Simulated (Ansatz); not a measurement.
Below is a relaxed structure of Sb. The cell was reached from a generator's guess, though it ends in a space group that the Crystallography Open Database lists for this formula.

Theory: Ansatz, DFT PBE, scalar-relativistic, plane waves, PAW. Cutoff 420 eV, Γ-centred mesh, Gaussian smearing, no spin polarisation.

```xyz
1
Lattice="3.1095 0.0000 0.0000 0.0000 3.1095 0.0000 0.0000 0.0000 3.1095" Properties=species:S:1:pos:R:3 pbc="T T T"
Sb    1.5548    1.5548    1.5548
```

Energies count from the standard state of Sb at the same level.

(1) Find its symmetry and describe it.

(2) How far does it lie from the standard state of Sb?

(3) Is it a metal?

Answers

(1) Pm-3m (No. 221), the simple cubic type. Conventional cell: a = 3.110 Å. Sb has 6 Sb at 3.11 Å.

(2) +0.05 eV/atom. So it is a metastable form at best.

(3) Yes, bands cross the Fermi level on the 18×18×18 mesh.

The last run used an 18×18×18 mesh for its 1-atom cell and Gaussian smearing of 0.10 eV. These runs have no spin–orbit coupling, which can matter for Sb. A later test with randomly moved atoms came back to the same energy, though modes that don't fit the test's cell weren't probed.
